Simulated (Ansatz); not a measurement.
A run of Ansatz 0.2.0 is set up as follows.

Contents of input.yaml:

```yaml
crystal:
  lattice:
    - [0.0, 2.0859016414, 2.0859016414]
    - [2.0859016414, 0.0, 2.0859016414]
    - [2.0859016414, 2.0859016414, 0.0]
  atoms:
    - { symbol: Ni, position: [0.0, 0.0, 0.0], spin: 1.0 }
    - { symbol: O, position: [0.5, 0.5, 0.5] }
hamiltonian:
  xc: pbe
  pseudopotentials: { kind: paw, source: jth }
magnetization:
  spin_polarized: true
kpoints:
  mp_grid: { grid: [11, 11, 11] }
  band_path:
    path:
      - [[0.0, 0.0, 0.0], [0.5, 0.0, 0.5], [0.5, 0.25, 0.75], [0.375, 0.375, 0.75], [0.0, 0.0, 0.0], [0.5, 0.5, 0.5], [0.625, 0.25, 0.625], [0.5, 0.25, 0.75], [0.5, 0.5, 0.5], [0.375, 0.375, 0.75]]
      - [[0.625, 0.25, 0.625], [0.5, 0.0, 0.5]]
    npoints: 14
scf:
  occupations: { method: fermi_dirac, width: 0.05 }
  n_extra_bands: 6
output:
  forces: true
  stress: true
  eigenvalues: true
  fatbands: false
  write_density: true
  write_potential: true
  elf: true
  volumetric_format: npy
```

Potentials or basis: JTH PAW.

Command:

```console
$ ansatz run input.yaml --threads 2 --pin off --max-ram 5632MiB --backend cpu --events-out ev --progress --plain --runs-dir out
```

**Question.** Estimate the band gap on the k mesh.

**Answer.** None (metal or under the smearing width).

**Question.** Estimate the site moments.

**Answer.** Ni +1.40; O +0.28 μB.

**Question.** What does it give for the net moment?

**Answer.** 1.73 μB per cell.

Levels at the corners of the path, in eV from the Fermi level:
Spin up:
| point | band 11 | band 12 | band 13 | band 14 | band 15 | band 16 |
| --- | --- | --- | --- | --- | --- | --- |
| Γ | -2.66 | -2.66 | -2.66 | 1.48 | 17.76 | 18.81 |
| X | -2.23 | -1.63 | -1.63 | 6.06 | 10.54 | 12.16 |
| W | -1.90 | -1.63 | -1.25 | 8.42 | 10.63 | 10.63 |
| K | -1.76 | -1.52 | -1.17 | 7.72 | 10.27 | 10.48 |
| Γ | -2.66 | -2.66 | -2.66 | 1.48 | 17.76 | 18.81 |
| L | -1.42 | 0.29 | 0.29 | 5.54 | 9.94 | 13.97 |
| U | -1.76 | -1.52 | -1.17 | 7.72 | 10.27 | 10.48 |
| W | -1.90 | -1.63 | -1.25 | 8.42 | 10.63 | 10.63 |
| L | -1.42 | 0.29 | 0.29 | 5.54 | 9.94 | 13.97 |
| K | -1.76 | -1.52 | -1.17 | 7.72 | 10.27 | 10.48 |
| U | -1.76 | -1.52 | -1.17 | 7.72 | 10.27 | 10.48 |
| X | -2.23 | -1.63 | -1.63 | 6.06 | 10.54 | 12.16 |
Spin down:
| point | band 8 | band 9 | band 10 | band 11 | band 12 | band 13 | band 14 | band 15 |
| --- | --- | --- | --- | --- | --- | --- | --- | --- |
| Γ | -2.57 | -1.85 | -1.85 | -1.85 | -0.59 | -0.59 | 1.83 | 17.70 |
| X | -3.92 | -2.85 | -0.74 | -0.74 | -0.16 | 0.39 | 6.50 | 10.89 |
| W | -5.25 | -1.09 | -1.09 | -0.74 | 0.26 | 1.00 | 8.95 | 10.95 |
| K | -4.47 | -1.66 | -0.88 | -0.66 | 0.52 | 1.02 | 8.16 | 10.60 |
| Γ | -2.57 | -1.85 | -1.85 | -1.85 | -0.59 | -0.59 | 1.83 | 17.70 |
| L | -4.88 | -0.94 | -0.94 | -0.57 | 2.24 | 2.24 | 5.72 | 10.45 |
| U | -4.47 | -1.66 | -0.88 | -0.66 | 0.52 | 1.02 | 8.16 | 10.60 |
| W | -5.25 | -1.09 | -1.09 | -0.74 | 0.26 | 1.00 | 8.95 | 10.95 |
| L | -4.88 | -0.94 | -0.94 | -0.57 | 2.24 | 2.24 | 5.72 | 10.45 |
| K | -4.47 | -1.66 | -0.88 | -0.66 | 0.52 | 1.02 | 8.16 | 10.60 |
| U | -4.47 | -1.66 | -0.88 | -0.66 | 0.52 | 1.02 | 8.16 | 10.60 |
| X | -3.92 | -2.85 | -0.74 | -0.74 | -0.16 | 0.39 | 6.50 | 10.89 |

Caveat: a cell with one magnetic atom can't hold antiferromagnetic order, which such compounds often take; semilocal functionals often make such compounds metallic where correlation or magnetic order opens a gap, which also shifts bond lengths.

The gap isn't set beside the measured one, since this odd mesh misses points on the zone boundary.
